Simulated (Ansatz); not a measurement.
A plane-wave DFT run in Ansatz 0.2.0 (scalar-relativistic PAW potentials unless the input names others): input and command.

```yaml
crystal:
  lattice:
    - [3.4157418011, 0.0, 0.0]
    - [0.0, 36.2697370064, 0.0]
    - [0.0, 0.0, 4.7918629625]
  atoms:
    - { symbol: P, position: [0.0, 0.9696876239, 0.5826201324] }
    - { symbol: P, position: [0.0, 0.0303123761, 0.4173798676] }
    - { symbol: P, position: [0.5, 0.0303123761, 0.0826201324] }
    - { symbol: P, position: [0.5, 0.9696876239, 0.9173798676] }
basis:
  ecutwfc: 420
kpoints:
  mp_grid: { grid: [8, 1, 6] }
hamiltonian:
  xc: pbesol
scf:
  occupations: { method: gaussian, width: 0.05 }
  eigensolver: { kind: davidson }
output:
  forces: true
  eigenvalues: true
  stress: true
```

```bash
ansatz run input.yaml --threads 2 --pin off --max-ram 5120MiB --backend cpu --events-out ev --progress --plain --runs-dir out
```

Abridged log:
```
Basis set: ecut = 420 eV, 11579 PW (Γ), exchange–correlation on 48×486×72 points (8 copies of the dense FFT grid, shifted against one another)
Bands: 14, of which v1, the nominal top of the filled ones, is band 10 counted from 1 (9 counted from 0)
Symmetry: 8 space group operations
k-points: 20 of 48
SCF iter   1: F=—  HF=-2959.497374 eV  |F-HF|=—  |Δ(HF+E_count)|=         —  Δρ=1.12e-3  dr2=1.09e-2  ethr=1.77e-3  ⟨swp⟩=7.3  Hψ=1399  notcnv=1
SCF iter   2: F=—  HF=-2959.496488 eV  |F-HF|=—  |Δ(HF+E_count)|=   8.86e-4  Δρ=4.91e-4  dr2=1.52e-3  ethr=5.45e-5  ⟨swp⟩=3.8  Hψ=731  notcnv=0  defer=3
SCF iter   3: F=—  HF=-2959.496518 eV  |F-HF|=—  |Δ(HF+E_count)|=   3.01e-5  Δρ=1.58e-4  dr2=1.63e-4  ethr=7.40e-7  ⟨swp⟩=3.0  Hψ=1061  notcnv=0
SCF iter   4: F=—  HF=-2959.496553 eV  |F-HF|=—  |Δ(HF+E_count)|=   3.49e-5  Δρ=3.92e-5  dr2=6.03e-6  ethr=7.40e-7  ⟨swp⟩=3.0  Hψ=580  notcnv=0
SCF iter   5: F=—  HF=-2959.496557 eV  |F-HF|=—  |Δ(HF+E_count)|=   4.55e-6  Δρ=8.68e-6  dr2=4.67e-7  ethr=3.01e-8  ⟨swp⟩=3.4  Hψ=636  notcnv=0
SCF iter   6: F=-2959.496558 eV  HF=-2959.496558 eV  |F-HF|=2.04e-8  |Δ(HF+E_count)|=   5.69e-7  Δρ=1.56e-6  dr2=1.19e-8  ethr=2.33e-9  ⟨swp⟩=3.0  Hψ=629  notcnv=0
SCF 1 converged in 6 iterations: F = -2959.496558 eV  dr2 = 1.19e-8
  Residual-converged pass: ⟨swp⟩=4.0  Hψ=879  notcnv=0  max |occ|·‖R‖ = 6.5e-6 eV (tolerance 6.7e-6 eV) dr2=1.28e-8  dr2_onsite=1.57e-10  max |Δocc| = 2.5e-58
SCF converged after 6 iterations
Free energy (F): -2959.496558 eV
Harris-Foulkes:  -2959.496558 eV  (|F-HF|=2.04e-8)
Internal energy: -2959.496558 eV  (E = F + TS)
E sigma→0 (E₀):  -2959.496558 eV
Fermi energy:    -3.177325 eV
--- Forces (eV/Å), atoms counted from 1 ---
  atom   1  P      0.00000000     0.76706611     0.97713426
  atom   2  P      0.00000000    -0.76706611    -0.97713426
  atom   3  P      0.00000000    -0.76706611     0.97713426
  atom   4  P      0.00000000     0.76706611    -0.97713426
--- Stress (GPa, compression-positive) ---
       -1.484110       0.000000       0.000000
        0.000000      -0.910422       0.000000
        0.000000       0.000000      -1.635297
  P = ⅓ Tr σ = -1.3433 GPa (-13.433 kbar)
```

Apart from outputs and empty bands, the input differs from a reference run on usual settings in scf.eigensolver.kind: not typed → "davidson". The reference, at the same geometry (not necessarily relaxed), gave pressure -1.34 GPa, largest force 1.242 eV/Å, gap on the mesh 1.10 eV. This run converged in 6 SCF iterations (reference: 6) with an energy at zero smearing within 0.01 meV/atom of the reference's, pressure -1.34 GPa, largest force 1.242 eV/Å, gap on the mesh 1.10 eV.

The run took 5.4 s on 2 threads of AMD EPYC 7R43 64-Core Processor (Zen 3), with other jobs on the host, peak memory 0.69 GiB.